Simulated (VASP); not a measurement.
# C2H2 in VASP: further runs

Aim: see how the results for C2H2 move with the level of theory and the settings. Levels: PBE+D3, PBE+D4, PBE+D3(BJ). Tasks: single point.

Program: VASP 6.6.1. These are calculated values, not measurements. Logs are shortened: lines on timing, memory, paths and dates and some standing lists are left out, and cuts for length are marked.

## (1) Starting point

The cell holds a molecule in a box, 4 atoms: a = 12.705 Å, b = 13.205 Å, c = 13.705 Å, α = 90.00°, β = 90.00°, γ = 90.00°.

## (2) Single point, PBE+D3

Contents of INCAR:

```
ALGO = Normal
EDIFF = 1E-6
ENCUT = 400
GGA = PE
ISIF = 2
ISMEAR = 0
ISYM = 0
IVDW = 11
LASPH = T
LCHARG = F
LREAL = F
LWAVE = F
NBANDS = 13
NELM = 80
PREC = Accurate
SIGMA = 0.01
```

Contents of KPOINTS:

```
k-points
0
Gamma
  1 1 1
```

Contents of POSCAR:

```
HC                                      
1.0
   12.7048579379      0.0000000000      0.0000000000
    0.0000000000     13.2048579379      0.0000000000
    0.0000000000      0.0000000000     13.7048579379
  C               H             
     2     2
Selective dynamics
Direct
     0.4685424883000024    0.5212602786999980    0.4723769897000025   F   F   F
     0.5321625042298915    0.4859154330824683    0.5282569320249967   T   T   T
     0.4121176394710050    0.5526066977251736    0.4228101931032870   T   T   T
     0.5885911000956598    0.4545734716297184    0.5778046579955707   T   T   T
```

Potentials or basis: VASP PAW PBE potentials, release 64 (C, H).

On the command line:

```sh
cat potpaw_PBE.64/C/POTCAR potpaw_PBE.64/H/POTCAR > POTCAR
mpirun -np 4 vasp_gam > vasp.out
```

OUTCAR:

```text
EDIFF = 1E-6
   ENCUT = 400
   GGA = PE
   ISIF = 2
   ISMEAR = 0
   ISYM = 0
   IVDW = 11
   LASPH = T
   LREAL = F
   NELM = 80
   PREC = Accurate
 IVDW          = 11

 ion  position               nearest neighbor table
   1  0.469  0.521  0.472-   3 1.07   2 1.21
   2  0.532  0.486  0.528-   4 1.07   1 1.21
   3  0.412  0.553  0.423-   1 1.07
   4  0.589  0.455  0.578-   2 1.07

IMPORTANT INFORMATION: All symmetrisations will be switched off!
NOSYMM: (Re-)initialisation of all symmetry stuff for point group C_1.

----------------------------------------------------------------------------------------

                                     Primitive cell

  volume of cell :    2299.2071

  direct lattice vectors                    reciprocal lattice vectors
    12.704857938  0.000000000  0.000000000     0.078710050  0.000000000  0.000000000
     0.000000000 13.204857938  0.000000000     0.000000000  0.075729705  0.000000000
     0.000000000  0.000000000 13.704857938     0.000000000  0.000000000  0.072966827

  length of vectors
    12.704857938 13.204857938 13.704857938     0.078710050  0.075729705  0.072966827

  position of ions in fractional coordinates (direct lattice)
     0.468542488  0.521260279  0.472376990
     0.532162504  0.485915433  0.528256932
     0.412117639  0.552606698  0.422810193
     0.588591100  0.454573472  0.577804658

  ion indices of the primitive-cell ions
   primitive index   ion index
                 1           1
                 2           2
                 3           3
                 4           4

----------------------------------------------------------------------------------------

 KPOINTS: k-points

Automatic generation of k-mesh.
 Grid dimensions read from file:
 generate k-points for:    1    1    1

 Generating k-lattice:

  Cartesian coordinates                     Fractional coordinates (reciprocal lattice)
     0.078710050  0.000000000  0.000000000     1.000000000  0.000000000  0.000000000
     0.000000000  0.075729705  0.000000000     0.000000000  1.000000000  0.000000000
     0.000000000  0.000000000  0.072966827     0.000000000  0.000000000  1.000000000

  Length of vectors
     0.078710050  0.075729705  0.072966827

  Shift w.r.t. Gamma in fractional coordinates (k-lattice)
     0.000000000  0.000000000  0.000000000

 Subroutine IBZKPT returns following result:
 ===========================================

 Found      1 irreducible k-points:

 Following reciprocal coordinates:
            Coordinates               Weight
  0.000000  0.000000  0.000000      1.000000
   k-points           NKPTS =      1   k-points in BZ     NKDIM =      1   number of bands    NBANDS=     16
   number of dos      NEDOS =    301   number of ions     NIONS =      4
   total plane-waves  NPLWV = 680400
   dimension x,y,z NGX =    84 NGY =   90 NGZ =   90
   dimension x,y,z NGXF=   168 NGYF=  180 NGZF=  180
   ions per type =               2   2
   NGX,Y,Z   is equivalent  to a cutoff of  10.99, 11.33, 10.92 a.u.
   NGXF,Y,Z  is equivalent  to a cutoff of  21.98, 22.66, 21.83 a.u.
 SYSTEM =  unknown system
   PREC   = accura    normal or accurate (medium, high low for compatibility)
   ISTART =      0    job   : 0-new  1-cont  2-samecut
   ICHARG =      2    charge: 1-file 2-atom 10-const
   ISPIN  =      1    spin polarized calculation?
   LNONCOLLINEAR =      F non collinear calculations
   LSORBIT =      F    spin-orbit coupling
   LASPH  =      T    aspherical Exc in radial PAW
   ENCUT  =  400.0 eV  29.40 Ry    5.42 a.u.  20.72 21.53 22.35*2*pi/ulx,y,z
   NELM   =     80;   NELMIN=  2; NELMDL= -5     # of ELM steps
   EDIFF  = 0.1E-05   stopping-criterion for ELM
   LREAL  =      F    real-space projection
   EDIFFG = 0.1E-04   stopping-criterion for IOM
   NSW    =      0    number of steps for IOM
   IBRION =     -1    ionic relax: 0-MD 1-quasi-New 2-CG
   NFREE  =      0    steps in history (QN), initial steepest desc. (CG)
   ISIF   =      2    stress and relaxation
   ISYM   =      0    0-nonsym 1-usesym 2-fastsym
   POTIM  = 0.5000    time-step for ionic-motion
   TEBEG  =    0.0;   TEEND  =   0.0 temperature during run
   PSTRESS=    0.0 pullay stress
   NELECT =      10.0000    total number of electrons
   NUPDOWN=      -1.0000    fix difference up-down
   EMIN   =  10.00;   EMAX   =-10.00  energy-range for DOS
   EFERMI =   0.00;   METHOD = LEGACY
   ISMEAR =     0;   SIGMA  =   0.01  broadening in eV -4-tet -1-fermi 0-gaus
   EFERMI_NEDOS =   21; number of points for ismear=-14 and -15
   IALGO  =     38    algorithm
   IMIX   =      4    mixing-type and parameters
     AMIX     =   0.40;   BMIX     =  1.00
     AMIX_MAG =   1.60;   BMIX_MAG =  1.00
  volume/ion in A,a.u.               =     574.80      3878.95
  Fermi-wavevector in a.u.,A,eV,Ry     =   0.267228  0.504988  0.971604  0.071411
  Thomas-Fermi vector in A             =   1.102288
   LORBIT       =      0    0 simple, 1 ext, 2 COOP (PROOUT), +10 PAW based schemes
   GGA     = PE    functional components
   LHFCALC =     F    Hartree Fock is set to
   AEXX    =    0.0000 exact exchange contribution
   IVDW    =    11    specifies the selected vdW correction
   LEPSILON=     F    determine dielectric tensor
   LRPA    =     F    only Hartree local field effects (RPA)
 non-spin polarized calculation
 Gauss-broadening in eV      SIGMA  =   0.01
  energy-cutoff  :      400.00
  volume of cell :     2299.21
 maximum number of plane-waves:     20906
 NGX is ok and might be reduce to    84
   NGX = 41   NGY = 43   NGZ = 45

 number of electron      10.0000000 magnetization

 number of electron       9.9999998 magnetization

 Free energy of the ion-electron system (eV)
  ---------------------------------------------------
  ext. energy  EPLUGINS =         0.00000000
  ---------------------------------------------------
  free energy    TOTEN  =       -22.95650836 eV

  energy without entropy =      -22.95650836  energy(sigma->0) =      -22.95650836

 E-fermi :  -7.0267     XC(G=0):  -0.3820

 val. band max:       -7.1061902230   @ k =   0.0000   0.0000   0.0000
 cond. band min:      -0.3700909441   @ k =   0.0000   0.0000   0.0000
 fundamental gap:      6.7360992789
 Fermi energy:        -7.0267255787

 k-point     1 :       0.0000    0.0000    0.0000
  band No.  band energies     occupation
      1     -18.5314      2.00000
      2     -13.9461      2.00000
      3     -12.0776      2.00000
      4      -7.1064      2.00000
      5      -7.1062      2.00000
      6      -0.3701      0.00000
[... 8 lines left out ...]
     15       1.1529      0.00000
     16       1.2502      0.00000

------------------------ aborting loop because EDIFF is reached ----------------------------------------

 Edisp (eV)   -0.00473

 E8    (eV) :    -0.0033

  FORCE on cell =-STRESS in cart. coord.  units (eV):
  Direction    XX          YY          ZZ          XY          YZ          ZX
  --------------------------------------------------------------------------------------
  -------------------------------------------------------------------------------------
  Total      -0.40242    -0.42719    -0.40358    -0.02411    -0.02260     0.03953
  in kB      -0.28042    -0.29768    -0.28123    -0.01680    -0.01575     0.02755
  external pressure =       -0.29 kB  Pullay stress =        0.00 kB

 VOLUME and BASIS-vectors are now :
 -----------------------------------------------------------------------------
  energy-cutoff  :      400.00
  volume of cell :     2299.21
      direct lattice vectors                 reciprocal lattice vectors
    12.704857938  0.000000000  0.000000000     0.078710050  0.000000000  0.000000000
     0.000000000 13.204857938  0.000000000     0.000000000  0.075729705  0.000000000
     0.000000000  0.000000000 13.704857938     0.000000000  0.000000000  0.072966827

 POSITION                                       TOTAL-FORCE (eV/Angst)
 -----------------------------------------------------------------------------------
      5.95277      6.88317      6.47386        -0.000383      0.001028     -0.001697
      6.76105      6.41644      7.23969        -0.003188      0.001287     -0.002531
      5.23590      7.29709      5.79455         0.000116      0.000074      0.000346
      7.47797      6.00258      7.91873         0.003454     -0.002389      0.003882
 -----------------------------------------------------------------------------------
    total drift:                                0.000210      0.000016     -0.000009

  FREE ENERGIE OF THE ION-ELECTRON SYSTEM (eV)
  ---------------------------------------------------
  free  energy   TOTEN  =       -22.9612396336 eV

  energy  without entropy=      -22.9612396336  energy(sigma->0) =      -22.96123963
```

stdout:

```text
POSCAR found type information on POSCAR C H
 POSCAR found :  2 types and       4 ions
 scaLAPACK will be used
 LDA part: xc-table for (Slater+PW92), standard interpolation
 -----------------------------------------------------------------------------
|                                                                             |
|           W    W    AA    RRRRR   N    N  II  N    N   GGGG   !!!           |
|           W    W   A  A   R    R  NN   N  II  NN   N  G    G  !!!           |
|           W    W  A    A  R    R  N N  N  II  N N  N  G       !!!           |
|           W WW W  AAAAAA  RRRRR   N  N N  II  N  N N  G  GGG   !            |
|           WW  WW  A    A  R   R   N   NN  II  N   NN  G    G                |
|           W    W  A    A  R    R  N    N  II  N    N   GGGG   !!!           |
|                                                                             |
|     The number of bands has been changed from the values supplied in        |
|     The orbitals not found in the WAVECAR file will be initialized with     |
|     random numbers, which is usually adequate. For correlated               |
|     calculations, however, you should redo the groundstate calculation.     |
|     I found NBANDS = 13. Now, NBANDS = 16.                                  |
|                                                                             |
 -----------------------------------------------------------------------------

 POSCAR, INCAR and KPOINTS ok, starting setup
 FFT: planning ... GRIDC
 FFT: planning ... GRID_SOFT
 FFT: planning ... GRID
 WAVECAR not read
 entering main loop
```

Wall time 42 s (4 MPI ranks of AMD EPYC 7R13 (Zen 3), shared host); peak memory 0.41 GiB.

What came out:

| Item | Value |
| --- | --- |
| Free energy | -22.9612 eV |
| Largest force | 0.006 eV/Å |
| Gap between the frontier levels | 6.74 eV |
| Dispersion energy per atom | -0.001 eV |

Forces on the atoms (eV/Å):
```
C    0.000  0.001 -0.002
C   -0.003  0.001 -0.003
H    0.000  0.000  0.000
H    0.003 -0.002  0.004
```

Levels at points of the mesh, in eV from the valence-band top:
| k point | band 2 | band 3 | band 4 | band 5 | band 6 | band 7 | band 8 | band 9 |
| --- | --- | --- | --- | --- | --- | --- | --- | --- |
| (0.00, 0.00, 0.00) | -6.84 | -4.97 | 0.00 | 0.00 | 6.74 | 6.74 | 6.85 | 7.31 |

Caveat: the cutoff is under 1.25 times the usual one of these potentials, so pressure, stress and relaxed cells hold a basis-set (Pulay) error; the standard files for N, O and F lose accuracy on very short bonds.

## (3) Single point, PBE+D4

Edit INCAR of step 2 so:

```diff
@@ -7,3 +7,3 @@
 ISYM = 0
-IVDW = 11
+IVDW = 13
 LASPH = T
```

KPOINTS is that of step 2.

POSCAR is that of step 2.

Potentials or basis: VASP PAW PBE potentials, release 64 (C, H).

On the command line:

```sh
cat potpaw_PBE.64/C/POTCAR potpaw_PBE.64/H/POTCAR > POTCAR
mpirun -np 4 vasp_gam > vasp.out
```

It took 39 s on 4 MPI ranks of AMD EPYC 7R13 (Zen 3), shared host; peak memory 0.41 GiB.

Results (log left out):

* Free energy: -22.9862 eV
* Largest force: 0.011 eV/Å
* Gap between the frontier levels: 6.74 eV
* Dispersion energy per atom: -0.007 eV

Forces on the atoms (eV/Å):
```
C    0.004 -0.002  0.002
C   -0.008  0.004 -0.007
H    0.003 -0.001  0.003
H    0.001 -0.001  0.001
```

Levels at points of the mesh, in eV from the valence-band top:
| k point | band 2 | band 3 | band 4 | band 5 | band 6 | band 7 | band 8 | band 9 |
| --- | --- | --- | --- | --- | --- | --- | --- | --- |
| (0.00, 0.00, 0.00) | -6.84 | -4.97 | 0.00 | 0.00 | 6.74 | 6.74 | 6.85 | 7.31 |

Caveat: the cutoff is under 1.25 times the usual one of these potentials, so pressure, stress and relaxed cells hold a basis-set (Pulay) error; the standard files for N, O and F lose accuracy on very short bonds.

## (4) Single point, PBE+D3(BJ)

Edit INCAR of step 3 so:

```diff
@@ -2,3 +2,3 @@
 EDIFF = 1E-6
-ENCUT = 400
+ENCUT = 520
 GGA = PE
@@ -7,3 +7,3 @@
 ISYM = 0
-IVDW = 13
+IVDW = 12
 LASPH = T
```

KPOINTS is that of step 3.

POSCAR is that of step 3.

On the command line:

```sh
cat potpaw_PBE.64/C/POTCAR potpaw_PBE.64/H/POTCAR > POTCAR
mpirun -np 4 vasp_gam > vasp.out
```

Run time: 60 s. Hardware: 4 MPI ranks of AMD EPYC 7R13 (Zen 3), shared host; peak memory 0.57 GiB.

The run converged. Its results:

```yaml
Free_energy: -22.9909 eV
Largest_force: 0.035 eV/Å
Gap_between_the_frontier_levels: 6.73 eV
Dispersion_energy_per_atom: -0.009 eV
```

Forces on the atoms (eV/Å):
```
C   -0.017  0.010 -0.016
C    0.013 -0.007  0.012
H    0.023 -0.013  0.022
H   -0.019  0.011 -0.018
```

Levels at points of the mesh, in eV from the valence-band top:
```tsv
k point	band 1	band 2	band 3	band 4	band 5	band 6	band 7	band 8	band 9	band 10
(0.00, 0.00, 0.00)	-11.42	-6.84	-4.97	0.00	0.00	6.73	6.74	6.85	7.31	7.67
```

Caveat: the standard files for N, O and F lose accuracy on very short bonds.

## (5) Summary

| level | cutoff (eV) | gap on the mesh (eV) | largest force (eV/Å) |
| --- | --- | --- | --- |
| PBE+D3 | 400 | 6.74 | 0.01 |
| PBE+D4 | 400 | 6.74 | 0.01 |
| PBE+D3(BJ) | 520 | 6.73 | 0.03 |

Alike in all rows: task single point; potentials or basis VASP PAW PBE potentials, release 64 (C, H); no spin polarisation; cell as given; k mesh 1 × 1 × 1; smearing gaussian 0.01 eV.

On the cell as given the gap runs from 6.73 eV (PBE+D3(BJ)) to 6.74 eV (PBE+D3).

Caveats: the standard files for N, O and F lose accuracy on very short bonds; the cutoff is under 1.25 times the usual one of these potentials, so pressure, stress and relaxed cells hold a basis-set (Pulay) error (some runs).

Total energies depend on the potentials used, so only differences within one code and one set of settings carry meaning.
